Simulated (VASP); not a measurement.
Input of a VASP 6.6.1 run:

The input INCAR:

```
  PREC = Accurate
  ENCUT = 520
  EDIFF = 1E-7
  ISMEAR = 1
  SIGMA = 0.1
  LREAL = F
  LASPH = T
  NELM = 80
  ALGO = Normal
  ISIF = 2
  LWAVE = F
  LCHARG = F
  LMAXMIX = 4
  GGA = B5
  ALDAX = 1.0
  AGGAX = 1.0
  AGGAC = 1.0
  ALDAC = 0.0
  NBANDS = 14
```

Contents of KPOINTS:

```
regular mesh
0
Gamma
  8 8 8
```

The input POSCAR:

```
TiAl
1.0
    3.1907410000     -0.0419170000      0.0011270000
   -0.0419170000      3.1998130000     -0.0042220000
    0.0011270000     -0.0042220000      3.1474390000
Ti Al
1 1
Direct
    0.0000000000      0.0000000000      0.0000000000
    0.5000000000      0.5000000000      0.5000000000
```

KPOINTS_OPT

```
path XGY,LGZ,NGM,RG
15
line-mode
reciprocal
 0.5000000000  0.0000000000  0.0000000000  X
 0.0000000000  0.0000000000  0.0000000000  G

 0.0000000000  0.0000000000  0.0000000000  G
 0.0000000000  0.0000000000  0.5000000000  Y

 0.5000000000  0.0000000000  0.5000000000  L
 0.0000000000  0.0000000000  0.0000000000  G

 0.0000000000  0.0000000000  0.0000000000  G
 0.0000000000 -0.5000000000  0.0000000000  Z

 0.5000000000 -0.5000000000  0.0000000000  N
 0.0000000000  0.0000000000  0.0000000000  G

 0.0000000000  0.0000000000  0.0000000000  G
 0.0000000000 -0.5000000000  0.5000000000  M

 0.5000000000 -0.5000000000  0.5000000000  R
 0.0000000000  0.0000000000  0.0000000000  G
```

Potentials or basis: VASP PAW PBE potentials, release 54 (Ti_sv, Al).

Command:

```bash
$ cat potpaw_PBE.54/Ti_sv/POTCAR potpaw_PBE.54/Al/POTCAR > POTCAR
$ mpirun -np 1 vasp_std > vasp.out
```

Task: What does it give for the pressure?

Result: 3.9 GPa.

Task: Predict the band gap along the path.

Result: None (metal or under the smearing width).

Levels at the corners of the path, in eV from the Fermi level:
```
point  band 4  band 5  band 6  band 7  band 8  band 9  band 10  band 11
    X  -33.01   -6.04   -5.07   -0.60    0.07    0.25     1.97     2.85
    Γ  -33.02   -9.19   -1.44   -1.42    1.70    1.72     1.85     4.25
    Γ  -33.02   -9.19   -1.44   -1.42    1.70    1.72     1.85     4.25
    Y  -33.01   -5.91   -5.04   -0.55   -0.02    0.20     1.92     3.00
    L  -33.01   -4.98   -2.00   -1.92   -1.38    0.63     0.66     2.64
    Γ  -33.02   -9.19   -1.44   -1.42    1.70    1.72     1.85     4.25
    Γ  -33.02   -9.19   -1.44   -1.42    1.70    1.72     1.85     4.25
    Z  -33.01   -6.07   -5.07   -0.61    0.10    0.25     1.98     2.82
    N  -32.99   -5.10   -2.19   -1.90   -1.43    0.75     0.80     2.58
    Γ  -33.02   -9.19   -1.44   -1.42    1.70    1.72     1.85     4.25
    Γ  -33.02   -9.19   -1.44   -1.42    1.70    1.72     1.85     4.25
    M  -33.01   -5.00   -2.03   -1.93   -1.39    0.65     0.69     2.63
    R  -33.15   -3.08   -3.06   -3.01    0.44    2.64     2.71     2.92
    Γ  -33.02   -9.19   -1.44   -1.42    1.70    1.72     1.85     4.25
```

Caveat: the PAW data sets were made with another functional, which shifts forces and pressure a little.
